### Question

A zinc-blende ZnSe crystal is expanded equally in all directions. Its pressure and energy are known close to equilibrium and on the compressed side. Positive pressure means that the crystal pushes outwards, and negative pressure is tension. The energy over elements is measured from solid zinc and selenium.

Ansatz 0.2.0 calculations of zinc-blende ZnSe at fixed atomic positions with the PBEsol density functional, without spin polarization or dispersion correction: scalar-relativistic PAW, 420 eV plane-wave cutoff, 8×8×8 k mesh for the two-atom cell, 0.02 eV Gaussian smearing. Energies are relative to solid Zn and Se in the same functional; pressure is positive in compression.

| volume (Å³/atom) | shortest distance (Å) | energy over elements (eV/atom) | pressure (GPa) |
| --- | --- | --- | --- |
| 20.468 | 2.369 | -0.634 | 6.990 |
| 20.730 | 2.379 | -0.644 | 5.810 |
| 21.169 | 2.396 | -0.657 | 3.990 |
| 21.371 | 2.403 | -0.662 | 3.220 |
| 22.100 | 2.430 | -0.671 | 0.750 |
| 22.486 | 2.444 | -0.671 | -0.400 |
| 22.757 | 2.454 | -0.670 | -1.130 |
| 23.694 | 2.487 | -0.657 | -3.340 |
| 23.772 | 2.490 | ? | ? |
| 24.974 | 2.531 | ? | ? |
| 26.185 | 2.572 | ? | ? |
| 26.294 | 2.575 | ? | ? |

Predict the pressure and energy at the four larger volumes, with error bars. How far can one trust a constant stiffness?

### Model answer

Start with the two limits. When the crystal is squeezed, the filled electron shells of neighbouring atoms overlap and repel each other, and this repulsion rises steeply. When the atoms are very far apart, they no longer pull on each other, so the tension must vanish. On the way from equilibrium to that limit, tension therefore first grows, then passes a maximum and fades.

The known rows already show the first part of this softening. Pressure is minus the slope of energy with volume, so its own rate of fall measures stiffness. Between the two smallest volumes it falls by $(6.99-5.81)/(20.730-20.468)\approx4.5$ GPa per Å³/atom. Between the last two known volumes the rate is only about 2.4 in the same unit.

A simple model needs a bonding force that fades as the crystal is stretched. In the Vinet equation it does so exponentially:

$$P=3B_0\,\frac{1-X}{X^2}\,e^{\eta(1-X)},\qquad X=(V/V_0)^{1/3}.$$

Here $P$ is pressure, $V$ the volume per atom, $V_0$ its equilibrium value and $B_0$ the bulk modulus there. $X$ is the factor by which every bond has lengthened, and $\eta$ sets how fast the force fades.

The constants come from least-squares fits to the eight known pressures. A Birch–Murnaghan curve, which treats the energy as a polynomial in strain, places zero pressure at $V_0=22.35$ Å³/atom. With that volume fixed, the Vinet fit gives $B_0=65.2$ GPa and $\eta=5.33$.

Take the largest volume, which was not part of the fit. The bonds are longer by the factor $X=(26.294/22.35)^{1/3}\approx1.056$, and

$$P\approx195.7\times(-0.0500)\times0.743\approx-7.27\ \text{GPa}.$$

The first factor is $3B_0$, the second is $(1-X)/X^2$ and the third is the exponential. Integrating the pressure gives the energy, apart from one constant set by the known energies.

| Volume (Å³/atom) | Forecast pressure (GPa) | Forecast energy (eV/atom) |
|---|---|---|
| 23.772 | −3.50 ± 0.02 | −0.655 ± 0.001 |
| 24.974 | −5.61 ± 0.05 | −0.620 ± 0.001 |
| 26.185 | −7.15 ± 0.10 | −0.572 ± 0.002 |
| 26.294 | −7.27 ± 0.10 | −0.567 ± 0.002 |

The bars are judgements that allow for rounding and for the choice of curve. Tension should keep growing through all four rows without reaching its maximum. From 24.974 to 26.294 Å³/atom, pressure should fall less than half as fast per added volume as near equilibrium. The energy should end roughly 0.1 eV/atom above its minimum and stay negative.

This extrapolation assumes that the electrons remain in the same kind of state. In these PBEsol calculations the band gap shrinks from 1.17 to 1.01 eV between the last two known volumes. Continuing at that rate would still leave about 0.6 eV at the largest volume, so there is no reason to expect a kink from gap closure. PBEsol gaps are too small, so these values are no guide to the gap of real ZnSe.

The withheld rows as computed:

| volume (Å³/atom) | shortest distance (Å) | energy over elements (eV/atom) | pressure (GPa) |
| --- | --- | --- | --- |
| 23.772 | 2.490 | -0.655 | -3.500 |
| 24.974 | 2.531 | -0.620 | -5.620 |
| 26.185 | 2.572 | -0.572 | -7.190 |
| 26.294 | 2.575 | -0.567 | -7.310 |

The computed pressures and energies lie within their bars, and the band gap is still open at the largest volume, at 0.64 eV. Between 24.974 and 26.294 Å³/atom, pressure falls by 1.28 GPa per Å³/atom, against about 3.0 close to equilibrium. Had pressure kept falling at its equilibrium rate per added volume, the largest volume would have needed a tension of 11.5 GPa instead of the computed 7.31. Such a constant stiffness thus overstates the tension there by more than half. Already at 23.694 Å³/atom it gives 3.9 GPa instead of 3.34.

### Remarks on the reasoning

The first forecast was an easy test, because its volume lies just beyond the known range. The last two are more telling. At the largest volume the Vinet curve gives 0.04 GPa too little tension, whereas the Birch–Murnaghan curve gives 0.03 GPa too much. Both describe the known pressures to within 0.01 GPa, so good agreement near equilibrium did not decide how the force fades farther out.

The energies agree with the forecasts to the last printed digit, and there is a simple reason. Energy collects the pressure error over the added volume, and 1 eV/Å³ equals about 160 GPa. Even an error of 0.04 GPa over the whole 2.6 Å³/atom beyond the known range would shift the energy by less than 0.001 eV/atom. Pressure is therefore the sharper test of the curve.

The good forecasts support a smooth softening, but they do not separate fading attraction from fading repulsion; that picture rests on the limiting cases. The calculation also holds the crystal in its cubic shape. Would real ZnSe under such tension reach the maximum of this curve, or would it shear or crack first?
